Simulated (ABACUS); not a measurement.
## ZnS (Wurtzite-4H) in ABACUS: the effect of functional

The system is ZnS (Wurtzite-4H).

```xyz
8
Lattice="3.8480 0.0000 0.0000 -1.9240 3.3325 0.0000 0.0000 0.0000 12.6029" Properties=species:S:1:pos:R:3 pbc="T T T"
Zn    1.9240    1.1108    9.4522
Zn    0.0000    2.2217    3.1507
Zn    0.0000    0.0000    6.3015
Zn    0.0000    0.0000    0.0000
S     1.9240    1.1108   11.8152
S     0.0000    2.2217    5.5138
S     0.0000    0.0000    8.6645
S     0.0000    0.0000    2.3630
```

The cell isn't the ideal one: volume scaled by 1.02.

Alike in all runs:

| Item | Value |
| --- | --- |
| Program | ABACUS 3.10.1 |
| Task | equation of state |
| Potentials or basis | SG15 ONCV 1.2 PBE |
| Cutoff | 1361 eV |
| Density cutoff | 5442 eV |
| Basis | DZP LCAO (the cutoffs set its grid) |
| k mesh | 6 × 6 × 2 |
| Occupations | fermi-dirac, width 0.05 eV |
| Spin | no spin polarisation |

| functional | gap on the mesh (eV) | pressure (GPa) |
| --- | --- | --- |
| LDA | 1.78 | -5.3 |
| PBEsol | 2.00 | -2.2 |
| PW91 | 2.13 | 1.0 |
| BLYP | 2.11 | 4.2 |
| SCAN | ? | ? |

Q: What does the run with functional SCAN give?

A: gap on the mesh 2.65 eV; pressure -1.2 GPa.

Caveats: the atomic orbitals were generated for these runs and aren't a published set; the potentials were made for another functional, which shifts forces and pressure; the basis of atomic orbitals isn't converged, which shifts pressures, moduli and gaps.

Runs at the PBE level aren't shown here.
